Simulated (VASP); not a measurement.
# Bulk modulus and pressure derivative of zinc-blende SiC from stress and energy under uniform strain at r2SCAN

Cubic SiC films for power electronics and micromechanical sensors are grown on substrates that do not match their lattice, and the stress left in such a film depends on its elastic stiffness. The bulk modulus $B_0$ and its pressure derivative $B_0'$ describe the part of that stiffness that resists a change of volume. We ask which values follow at r2SCAN from two outputs of the same runs, the pressure from the stress tensor and the energy per atom. The cell is scaled uniformly about its relaxed size. Eulerian strain $f$ is counted from the fitted volume of 10.3284 Å³ per atom, with compression positive, and energy from the lowest point. The lattice is static, so thermal and zero-point motion are absent.

## Calculations

One crystal, SiC (zinc-blende) (known phase (3C)), at r2SCAN: single-point runs on uniformly scaled copies of a cell relaxed at r2SCAN; symmetry fixes shape and positions. Program: VASP 6.6.1, plane waves and PAW (data sets made for PBE of release 64), scalar-relativistic without spin-orbit coupling, no spin polarisation. Cutoff 520 eV; on the k meshes the divisions times the cell-vector length are 27 Å or more. Occupations: Gaussian smearing of 0.05 eV.

Notes on method and selection:

- Third-order Birch-Murnaghan: P = 3·B0·f·(1 + 2f)^(5/2)·[1 + (3/2)(B0′ − 4)·f]. The fit to the energies of these runs gives B0 = 226.8 GPa and B0′ = 3.86.
- Static lattice. The pressure from the stress tensor and the slope of the energy need not agree exactly at a finite cutoff and mesh.
- Semilocal functionals put Kohn-Sham gaps below measured gaps.
- A measured value is attached only where its sources agree among themselves; tables made before the last selection also left out values far from the computed one, as likely another phase or mode.
- Series whose points a third-order Birch-Murnaghan form does not fit, or whose B0′ lies outside 2 to 8, were left out.
- Crystals whose pressure at the fitted V0 departs from zero by more than 0.6 % of B0 plus 0.1 GPa, and layered compounds, were left out.
- Runs that did not converge, have known faults or may not be shown are not listed, and runs on Ansatz's PAW sets soft_1 and soft_2 are kept to separate tables.

Columns:

- Eulerian strain: Eulerian strain f = ½[(V0/V)^(2/3) − 1] with the fitted V0 = 10.3284 Å³ per atom, compression positive.
- fitted bulk modulus (GPa): bulk modulus at that volume from the third-order Birch-Murnaghan fit to the energies.
- volume (Å³): volume per atom.
- pressure (GPa): pressure from the stress tensor, compression positive.
- energy (meV/atom): energy per atom above the lowest point, extrapolated to zero smearing.
- gap (eV): Kohn-Sham gap on the k mesh.

Input lines of one member:

```
PREC = Accurate
ENCUT = 520
EDIFF = 1E-06
NELM = 100
ISMEAR = 0
SIGMA = 0.05
LREAL = .FALSE.
ALGO = Normal
METAGGA = R2SCAN
LASPH = .TRUE.
NBANDS = 10
LORBIT = 11
ISIF = 2
```

Command (options for logging and memory left out): `vasp_std`

## Results

| member | Eulerian strain | fitted bulk modulus (GPa) | volume (Å³) | pressure (GPa) | energy (meV/atom) | gap (eV) |
| --- | --- | --- | --- | --- | --- | --- |
| V = 10.945 Å³ | −0.01897 | 180.0 | 10.9452 | −11.81 | 23.72 | 1.901 |
| V = 10.739 Å³ | −0.01282 | 194.5 | 10.7387 | −8.25 | 10.83 | 1.893 |
| V = 10.532 Å³ | −0.00647 | 210.1 | 10.5322 | −4.32 | 2.76 | 1.885 |
| V = 10.326 Å³ | 0.00009 | 227.0 | 10.3256 | 0.00 | 0.00 | 1.876 |
| V = 10.119 Å³ | 0.00687 | 245.3 | 10.1191 | 4.77 | 3.10 | 1.867 |
| V = 9.913 Å³ | 0.01389 | ? | ? | ? | ? | ? |
| V = 9.706 Å³ | 0.02115 | 286.4 | 9.7061 | 15.83 | 29.34 | 1.845 |

Cells marked ? are withheld until the estimate has been made.

Least-squares fits to the members shown, with x = Eulerian strain; R² and errors in the fitted variable (y, or ln y where the fit is in ln y):

| y | members | fit | R² | rms residual | leave-one-out rms | the same for the mean of the others |
| --- | --- | --- | --- | --- | --- | --- |
| pressure (GPa) | 6 | y = −0.058286 + 681.52 x + 3287.9 x² | 1.00 | 0.0067 | 0.031 | 11 |
| energy (meV/atom) | 6 | y = 4.6005×10⁻⁴ − 2.8256 x + 65735 x² | 1.00 | 0.010 | 0.050 | 13 |

## Why the values move as they do

Pressure rises with compression in every shown row, from −11.81 GPa at the largest volume to 15.83 GPa at the smallest, and it rises faster as the cell shrinks. Between V = 10.532 and 10.326 Å³ the slope against $f$ is 4.32 / 0.00656 = 659 GPa; between 10.326 and 10.119 Å³ it is 4.77 / 0.00678 = 704 GPa.

Symmetry keeps the tetrahedral angles fixed, so uniform scaling changes the length of the Si–C bonds and nothing else in the structure. The usual explanation of the stiffening is that the repulsion between overlapping electron shells steepens at short distance more quickly than the bonding attraction does. The table shows the stiffening but does not separate these two parts.

For small strain the Birch-Murnaghan form becomes $P \approx 3B_0 f\,[1 + (5 + \tfrac{3}{2}(B_0' - 4))f]$. The quadratic fit to the pressures then gives $B_0$ = 681.52 / 3 = 227.2 GPa. The ratio of its coefficients is 3287.9 / 681.52 = 4.82, so $B_0'$ = 4 + (4.82 − 5) × 2 / 3 = 3.88. The Birch-Murnaghan fit to the energies gives 226.8 GPa and 3.86. The two routes agree closely, and the 0.4 GPa between the moduli is about what the cubic term missing from the quadratic pressure fit would add to a modulus taken from its linear coefficient.

The energies show the same result in another way. In this form $E = \tfrac{9}{2}B_0V_0f^2\,[1 + (B_0' - 4)f]$, so a derivative near 4 leaves almost a pure parabola in $f$. The fitted quadratic coefficient is 65735 / 1000 = 65.735 eV per atom. With 160.2 GPa per eV/Å³ it gives $B_0$ = 2 × 65.735 × 160.2 / (9 × 10.3284) = 226.6 GPa.

## Predicting the missing value

Plain estimates from the members shown:

- V = 9.913 Å³, fit at x = 0.01389: 10.04 GPa
- V = 9.913 Å³, straight-line interpolation between V = 10.119 Å³ and V = 9.706 Å³: w = (0.01389 − 0.00687) / (0.02115 − 0.00687) = 0.492, so 4.77 + 0.492 × (15.83 − 4.77) = 10.21 GPa

The straight line between the neighbours gives 10.21 GPa, which is too high because the pressure curve bends upward and a chord lies above it. The quadratic fit, at 10.04 GPa, follows the bend but lacks the cubic term. We therefore use the Birch-Murnaghan form with the constants from the energies and correct it for the offset of the stress tensor.

The factor of $f$ in the last bracket of the form has the size 3 × (4 − 3.86) / 2 = 0.21. At $f$ = 0.01389 the form gives 3 × 226.8 × 0.01389 × (1 + 2 × 0.01389)^(5/2) × (1 − 0.21 × 0.01389) = 10.09 GPa. At the two neighbours it gives 3 × 226.8 × 0.00687 × (1 + 2 × 0.00687)^(5/2) × (1 − 0.21 × 0.00687) = 4.83 GPa and 3 × 226.8 × 0.02115 × (1 + 2 × 0.02115)^(5/2) × (1 − 0.21 × 0.02115) = 15.89 GPa. The stress tensor gives 4.77 and 15.83 GPa there, an offset of −0.06 GPa in both. The estimate is 10.09 − 0.06 = 10.03 GPa.

The sign of the offset is that expected of a finite plane-wave cutoff: the stress is taken at a fixed set of plane waves, whereas the energy curve gains plane waves as the cell grows.

As a trial, V = 10.119 Å³ can be treated as unknown. The rows at 10.326 and 9.706 Å³ both have an offset of −0.06 GPa, so the route gives 4.83 − 0.06 = 4.77 GPa, as tabled. Over all six shown rows the offset stays between −0.05 and −0.06 GPa, and we take 0.01 GPa as the standard deviation.

**Committed estimate, V = 9.913 Å³: pressure = 10.03 ± 0.01 GPa.**

## Outcome

| member | Eulerian strain | fitted bulk modulus (GPa) | volume (Å³) | pressure (GPa) | energy (meV/atom) | gap (eV) |
| --- | --- | --- | --- | --- | --- | --- |
| V = 9.913 Å³ | 0.01389 | 265.0 | 9.9126 | 10.03 | 12.66 | 1.856 |

| member | estimate | pressure (GPa) | computed | estimate − computed | miss in error bars |
| --- | --- | --- | --- | --- | --- |
| V = 9.913 Å³ | committed | 10.03 | 10.03 | 0.00 | 0.0 |
| V = 9.913 Å³ | fit | 10.04 | 10.03 | +0.01 |  |
| V = 9.913 Å³ | interpolation | 10.21 | 10.03 | +0.18 |  |

The estimate of 10.03 GPa equals the computed pressure to the printed digits and so lies inside its error bar of 0.01 GPa. The quadratic fit came within 0.01 GPa, which is no real difference from our route. The straight line was 0.18 GPa too high. The bend of the curve explains nearly all of that: 3289 × (0.01389 − 0.00687) × (0.02115 − 0.01389) = 0.17 GPa.

The constant offset between the stress tensor and the energy curve held at this volume too. The test was milder than it looks, because $B_0$ and $B_0'$ came from a fit to the energies of the whole series, the energy at V = 9.913 Å³ included. Only the pressure was unknown.

The result therefore confirms that stress and energy describe the same equation of state apart from a small, nearly uniform shift. It doesn't test our account of why the crystal stiffens, since any smooth curve through the neighbours with the right bend would have done about as well.

## Departures from the trend

Least-squares fits to the whole series, with x = Eulerian strain; R² and errors in the fitted variable (y, or ln y where the fit is in ln y):

| y | members | fit | R² | rms residual | leave-one-out rms | the same for the mean of the others |
| --- | --- | --- | --- | --- | --- | --- |
| pressure (GPa) | 7 | y = −0.06017 + 681.4 x + 3289 x² | 1.00 | 0.0074 | 0.019 | 11 |
| energy (meV/atom) | 7 | y = 0.0029509 − 2.6476 x + 65734 x² | 1.00 | 0.011 | 0.029 | 12 |

Largest departures from the fit to the whole series:

| member | pressure (GPa) | fit | computed − fit | in rms residuals |
| --- | --- | --- | --- | --- |
| V = 10.532 Å³ | −4.32 | −4.33 | +0.01 | 1.5 |
| V = 9.913 Å³ | 10.03 | 10.04 | −0.01 | 1.2 |
| V = 9.706 Å³ | 15.83 | 15.82 | +0.01 | 1.0 |
| V = 10.945 Å³ | −11.81 | −11.80 | −0.01 | 1.0 |

No volume stands out. The largest departure from the quadratic fit, at V = 10.532 Å³, is only 0.01 GPa or 1.5 rms residuals. The signs of the listed departures are those that the cubic term missing from the fit would leave.

## Measured values

| member | quantity | measured | computed | computed − measured | conditions | source |
| --- | --- | --- | --- | --- | --- | --- |
| V = 10.326 Å³ | fitted bulk modulus (GPa) | 225 | 227.0 | +2.0 (+0.9 %) | bulk modulus B; quoted from earlier work; slightly different from the 221 GPa implied by the listed elastic constants | [1] |

Sources:

[1] "Thermal Expansion of 3C-SiC Obtained from In-Situ X-ray Diffraction at High Temperature and First-Principal Calculations" (2022, PubMed Central 9505936)

Only the modulus near zero pressure has a measured counterpart. The computed 227.0 GPa lies 2.0 GPa, or 0.9 %, above the listed 225 GPa. The same source lists elastic constants that imply 221 GPa, and against those the difference is 227.0 − 221 = 6.0 GPa, or 2.7 %. The two reference values thus differ from each other by 4 GPa, twice the deviation from the first.

The 225 GPa is quoted from earlier work, and neither its method nor its temperature is given in the table. We therefore read the comparison as agreement within a few per cent and draw no conclusion about whether r2SCAN makes SiC too stiff or too soft.

A static lattice should be stiffer than a real crystal, because zero-point and thermal motion expand and soften it. This softening may be comparable to the differences discussed here, so they cannot be assigned to the functional alone. The pressure derivative and the pressures at the other volumes are not compared with experiment here.

The gaps are not compared either, and they need a warning that we failed to give with the first table. The conduction band of cubic SiC has its minimum at the X point, which our k mesh misses because its number of divisions is odd. The listed gaps are taken beside X and so lie above the true r2SCAN gap, by an amount that these runs do not give. Semilocal functionals err the other way, towards gaps that are too small, so a listed gap may look closer to a measured one than r2SCAN really comes. The pressures and energies are not affected in this way, since they rest on sums over the filled bands and not on the lowest empty state.

## Summary

For zinc-blende SiC at r2SCAN, the energies give $B_0$ = 226.8 GPa and $B_0'$ = 3.86. The pressures of the whole series give 681.4 / 3 = 227.1 GPa and 4 + (3289 / 681.4 − 5) / 1.5 = 3.88. These values describe the crystal between −11.81 and 15.83 GPa. Within that range the quadratic fit predicts an omitted pressure to about 0.02 GPa.

In practical terms, a hydrostatic pressure of 1 GPa shortens every bond by about 100 / (3 × 227) = 0.15 %. The stress in a mismatched film also depends on the shear stiffness, which uniform scaling does not probe.

The main omission is zero-point motion, which at fixed volume adds a positive pressure equal to the Grüneisen parameter times the zero-point energy per volume. If we assume a parameter near 1 and an energy of roughly 0.1 eV per atom, this is about 0.1 × 160.2 / 10.3284 = 1.6 GPa. That is small beside the range of the table but far larger than the 0.06 GPa between stress and energy, so a tighter cutoff alone would bring the pressures hardly any closer to those of a real crystal.

[Logs are printed without paths, hosts, clocks, repeated set-up lines and the standing remarks that a program may print on its own settings, such as how far it seeks lower states.]
